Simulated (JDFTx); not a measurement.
# MnO (Fm-3m) in JDFTx: reference runs

How does MnO come out in PBE? The cell is run as given.

All numbers are computed with JDFTx 1.7.0 (patched build); they aren't measurements. Logs are shortened: lines on timing, memory, paths and dates and some standing lists are left out, and cuts for length are marked. The log counts tension as positive stress, the text compression.

### Step 1. The structure

Symmetry: Fm-3m, No. 225, cubic system. Conventional cell: a = 4.448 Å, b = 4.448 Å, c = 4.448 Å, α = 90.00°, β = 90.00°, γ = 90.00°. Mn (site symmetry m-3m) has 6 O at 2.22 Å as nearest neighbours. Around O (site symmetry m-3m) lie 6 Mn at 2.22 Å.

The cell is a database's computed one.

### Step 2. Single point, PBE, collinear spin, ferromagnetic start

MnO.in

```
lattice \
    0.0000000000     4.2025764847     4.2025764847 \
    4.2025764847     0.0000000000     4.2025764847 \
    4.2025764847     4.2025764847     0.0000000000
coords-type Lattice
ion Mn     0.0000000000     0.0000000000     0.0000000000 1
ion O      0.5000000000     0.5000000000     0.5000000000 1

ion-species pseudo/Mn.upf
ion-species pseudo/O.upf
elec-cutoff 48 384
elec-ex-corr gga-PBE
kpoint-folding 10 10 10
elec-smearing Fermi 0.0018374661
elec-n-bands 19
spintype z-spin
initial-magnetic-moments Mn 4
elec-initial-magnetization 4 no
electronic-SCF nIterations 100 energyDiffThreshold 1e-09
electronic-minimize nIterations 30 energyDiffThreshold 1e-7
converge-empty-states yes
forces-output-coords Cartesian

dump-name run.$VAR
dump End Ecomponents EigStats BandEigs Kpoints Forces Stress ElecDensity Dtot
```

Potentials or basis: PseudoDojo-SR-PBE-0.5-standard.

Command:

```bash
$ jdftx -c 1 -i MnO.in -o MnO.out
```

The program printed:

```text
*************** JDFTx 1.7.0 (patched build) ***************

Input parsed successfully to the following command list (including defaults):
[... the input with its defaults ...]

---------- Setting up symmetries ----------

Found 48 point-group symmetries of the bravais lattice
Found 48 space-group symmetries with basis
Applied RMS atom displacement 0 bohrs to make symmetries exact.

---------- Initializing the Grid ----------
R =
[            0      4.20258      4.20258  ]
[      4.20258            0      4.20258  ]
[      4.20258      4.20258            0  ]
unit cell volume = 148.449
G =
[   -0.74754    0.74754    0.74754  ]
[    0.74754   -0.74754    0.74754  ]
[    0.74754    0.74754   -0.74754  ]
Minimum fftbox size, Smin = [  56  56  56  ]
Chosen fftbox size, S = [  56  56  56  ]

---------- Initializing tighter grid for wavefunction operations ----------
R =
[            0      4.20258      4.20258  ]
[      4.20258            0      4.20258  ]
[      4.20258      4.20258            0  ]
unit cell volume = 148.449
G =
[   -0.74754    0.74754    0.74754  ]
[    0.74754   -0.74754    0.74754  ]
[    0.74754    0.74754   -0.74754  ]
Minimum fftbox size, Smin = [  40  40  40  ]
Chosen fftbox size, S = [  40  40  40  ]

---------- Exchange Correlation functional ----------
Initalized PBE GGA exchange.
Initalized PBE GGA correlation.

---------- Setting up pseudopotentials ----------
Width of ionic core gaussian charges (only for fluid interactions / plotting) set to 0

Reading pseudopotential file 'pseudo/Mn.upf':
  'Mn' pseudopotential, 'PBE' functional
  Generated using ONCVPSP code by D. R. Hamann
  15 valence electrons, 4 orbitals, 6 projectors, 1001 radial grid points, with lMax = 2
    3S    l: 0   occupation:  2.0   eigenvalue: -3.156011
    3P    l: 1   occupation:  6.0   eigenvalue: -2.006265
    3D    l: 2   occupation:  5.0   eigenvalue: -0.248833
    4S    l: 0   occupation:  2.0   eigenvalue: -0.187687
  Core radius for overlap checks: 1.55 bohrs.

Reading pseudopotential file 'pseudo/O.upf':
  'O' pseudopotential, 'PBE' functional
  Generated using ONCVPSP code by D. R. Hamann
  6 valence electrons, 2 orbitals, 5 projectors, 936 radial grid points, with lMax = 2
    2S    l: 0   occupation:  2.0   eigenvalue: -0.880572
    2P    l: 1   occupation:  4.0   eigenvalue: -0.331869
  Core radius for overlap checks: 1.39 bohrs.

Initialized 2 species with 2 total atoms.

Folded 1 k-points by 10x10x10 to 1000 k-points.

---------- Setting up k-points, bands, fillings ----------
Reduced to 47 k-points under symmetry.
Computing the number of bands and number of electrons
Calculating initial fillings.
nElectrons:  21.000000   nBands: 19   nStates: 94

----- Setting up reduced wavefunction bases (one per k-point) -----
average nbasis = 2358.583 , ideal nbasis = 2357.940

---------- Setting up ewald sum ----------
Optimum gaussian width for ewald sums = 1.908738 bohr.
Real space sum over 1331 unit cells with max indices [  5  5  5  ]
Reciprocal space sum over 2197 terms with max indices [  6  6  6  ]

---------- Allocating electronic variables ----------
Initializing wave functions:  linear combination of atomic orbitals
Note: number of bands (19) exceeds available atomic orbitals (14)
Mn (M=4) pseudo-atom majority spin occupations:   s ( 1 0.5 )  p ( 3 )  d ( 5 )
Mn (M=4) pseudo-atom minority spin occupations:   s ( 1 0 )  p ( 3 )  d ( 1.5 )
O pseudo-atom occupations:   s ( 2 )  p ( 4 )
	FillingsUpdate:  mu: +1.314841691  nElectrons: 21.000000  magneticMoment: [ Abs: 0.32873  Tot: +0.32873 ]
LCAOMinimize: Iter:   0  F: -108.0053050517862943  |grad|_K:  2.451e-02  alpha:  1.000e+00
	FillingsUpdate:  mu: +0.721729719  nElectrons: 21.000000  magneticMoment: [ Abs: 3.09953  Tot: +3.09953 ]
LCAOMinimize: Iter:   1  F: -119.5394291447794757  |grad|_K:  1.428e-02  alpha:  2.668e-01  linmin: -1.925e-01  cgtest:  2.406e-01
	FillingsUpdate:  mu: +0.476588506  nElectrons: 21.000000  magneticMoment: [ Abs: 4.17773  Tot: +4.17773 ]
[... 26 lines of inner loops ...]
LCAOMinimize: Iter:  11  F: -119.9123025411252854  |grad|_K:  9.146e-07  alpha:  3.684e-01  linmin:  1.304e-02  cgtest: -3.889e-01
	FillingsUpdate:  mu: +0.502793625  nElectrons: 21.000000  magneticMoment: [ Abs: 4.79891  Tot: +4.79891 ]
LCAOMinimize: Iter:  12  F: -119.9123025507743563  |grad|_K:  2.826e-07  alpha:  7.017e-01  linmin:  6.046e-04  cgtest:  9.278e-02
LCAOMinimize: Converged (|Delta F|<1.000000e-06 for 2 iters).

-------- Electronic minimization -----------
Will mix electronic density at each iteration.
	FillingsUpdate:  mu: +0.502793625  nElectrons: 21.000000  magneticMoment: [ Abs: 4.79891  Tot: +4.79891 ]
	FillingsUpdate:  mu: +0.500081655  nElectrons: 21.000000  magneticMoment: [ Abs: 4.79891  Tot: +4.79891 ]
SCF: Cycle:  0   F: -119.933872476254720   dF: -2.157e-02   |Residual|: 6.352e-02   |deigs|: 6.824e-02
	FillingsUpdate:  mu: +0.490576503  nElectrons: 21.000000  magneticMoment: [ Abs: 4.79158  Tot: +4.79132 ]
SCF: Cycle:  1   F: -119.935949801798529   dF: -2.077e-03   |Residual|: 2.134e-02   |deigs|: 9.797e-03
	FillingsUpdate:  mu: +0.489246431  nElectrons: 21.000000  magneticMoment: [ Abs: 4.82560  Tot: +4.82540 ]
SCF: Cycle:  2   F: -119.936205686064767   dF: -2.559e-04   |Residual|: 8.037e-03   |deigs|: 3.164e-03
	FillingsUpdate:  mu: +0.489663513  nElectrons: 21.000000  magneticMoment: [ Abs: 4.82879  Tot: +4.82862 ]
SCF: Cycle:  3   F: -119.936224909047652   dF: -1.922e-05   |Residual|: 3.296e-03   |deigs|: 9.066e-04
	FillingsUpdate:  mu: +0.490031181  nElectrons: 21.000000  magneticMoment: [ Abs: 4.83217  Tot: +4.83199 ]
SCF: Cycle:  4   F: -119.936227482039456   dF: -2.573e-06   |Residual|: 1.751e-03   |deigs|: 3.879e-04
	FillingsUpdate:  mu: +0.490239025  nElectrons: 21.000000  magneticMoment: [ Abs: 4.83145  Tot: +4.83128 ]
SCF: Cycle:  5   F: -119.936227881507179   dF: -3.995e-07   |Residual|: 4.589e-04   |deigs|: 2.043e-04
	FillingsUpdate:  mu: +0.490262377  nElectrons: 21.000000  magneticMoment: [ Abs: 4.83110  Tot: +4.83093 ]
SCF: Cycle:  6   F: -119.936227940578206   dF: -5.907e-08   |Residual|: 1.578e-04   |deigs|: 8.682e-05
	FillingsUpdate:  mu: +0.490271488  nElectrons: 21.000000  magneticMoment: [ Abs: 4.83121  Tot: +4.83104 ]
SCF: Cycle:  7   F: -119.936227949349686   dF: -8.771e-09   |Residual|: 7.277e-05   |deigs|: 7.736e-05
	FillingsUpdate:  mu: +0.490274942  nElectrons: 21.000000  magneticMoment: [ Abs: 4.83129  Tot: +4.83111 ]
SCF: Cycle:  8   F: -119.936227952422982   dF: -3.073e-09   |Residual|: 1.212e-05   |deigs|: 8.286e-05
	FillingsUpdate:  mu: +0.490274380  nElectrons: 21.000000  magneticMoment: [ Abs: 4.83127  Tot: +4.83110 ]
SCF: Cycle:  9   F: -119.936227952796443   dF: -3.735e-10   |Residual|: 6.464e-06   |deigs|: 8.300e-05
	FillingsUpdate:  mu: +0.490273449  nElectrons: 21.000000  magneticMoment: [ Abs: 4.83126  Tot: +4.83109 ]
SCF: Cycle: 10   F: -119.936227952905298   dF: -1.089e-10   |Residual|: 2.283e-06   |deigs|: 8.810e-05
SCF: Converged (|Delta E|<1.000000e-09 for 2 iters).

Setting wave functions to eigenvectors of Hamiltonian
Converging empty states (this may take a while): |deigs|: 1.135e-03

# Stress tensor in Cartesian coordinates [Eh/a0^3]:
[ -1.72431e-05            0            0  ]
[            0 -1.72431e-05            0  ]
[            0            0 -1.72431e-05  ]

# Ionic positions in lattice coordinates:
ion Mn   0.000000000000000   0.000000000000000   0.000000000000000 1
ion O   0.500000000000000   0.500000000000000   0.500000000000000 1

# Forces in Cartesian coordinates:
force Mn   0.000000000000000  -0.000000000000000  -0.000000000000000 1
force O   0.000000000000000  -0.000000000000000   0.000000000000000 1

# Energy components:
   Eewald =      -82.8539900277196750
       EH =       31.9014554162649411
     Eloc =     -101.7749766023146236
      Enl =      -10.0866180958164851
      Exc =      -22.6005214380205537
 Exc_core =        5.5343730934233513
       KE =       59.9442861769296940
-------------------------------------
     Etot =     -119.9359914772533671
       TS =        0.0002364756519276
-------------------------------------
        F =     -119.9362279529052984

IonicMinimize: Iter:   0  F: -119.936227952905298  |grad|_K:  4.486e-42
IonicMinimize: Converged (|grad|_K<1.000000e-04).

#--- Lowdin population analysis ---
# oxidation-state Mn +1.168
# magnetic-moments Mn +4.548
# oxidation-state O -1.048
# magnetic-moments O +0.269

Dumping 'run.eigStats' ...
	eMin: -2.501023 at state 0 ( [ +0.000000 +0.000000 +0.000000 ] spin 1 )
	HOMO: +0.489973 at state 87 ( [ +0.100000 +0.400000 +0.500000 ] spin -1 )
	mu  : +0.490274
	LUMO: +0.494439 at state 20 ( [ +0.000000 +0.200000 -0.300000 ] spin 1 )
	eMax: +1.428778 at state 74 ( [ +0.000000 +0.400000 +0.400000 ] spin -1 )
	HOMO-LUMO gap: +0.004466
	Optical gap  : +0.021050 at state 11 ( [ +0.000000 +0.100000 -0.400000 ] spin 1 )
Done!
[note: the HOMO, LUMO and gaps printed at the end count levels as full or empty at half filling, so they show a gap where a level is partly filled]
```

Wall time 4.4 min (1 thread of Arm Neoverse V1, shared host); peak memory 0.22 GiB.

What came out:

```yaml
Free_energy: -3263.6310 eV
Pressure: 0.5 GPa
Band_gap_on_the_k_mesh: none (metal or under the smearing width)
Net_moment: 4.83 μB per cell
Absolute_moment: 4.83 μB per cell
Site_moments: Mn +4.55; O +0.27 μB
Loewdin_charges: Mn +1.17; O -1.05 e
```

Levels at points of the mesh, in eV from the Fermi level:
Spin up:
```tsv
k point	band 11	band 12	band 13	band 14
(0.00, 0.00, 0.00)	-3.26	-2.73	-2.73	-0.44
(0.00, 0.00, 0.50)	-1.93	0.17	0.17	3.54
(0.00, 0.50, 0.50)	-2.11	-2.11	-1.97	5.11
```
Spin down:
```tsv
k point	band 6	band 7	band 8	band 9	band 10	band 11
(0.00, 0.00, 0.00)	-3.28	-3.28	-3.28	0.82	0.95	0.95
(0.00, 0.00, 0.50)	-7.30	-4.75	-4.75	2.13	2.19	2.19
(0.00, 0.50, 0.50)	-6.35	-4.26	-4.26	-0.66	2.19	2.37
```

Caveat: the atomic charges don't sum to the cell's charge; a cell with one magnetic atom can't hold antiferromagnetic order, which such compounds often take; semilocal functionals often make such compounds metallic where correlation or magnetic order opens a gap, which also shifts bond lengths.
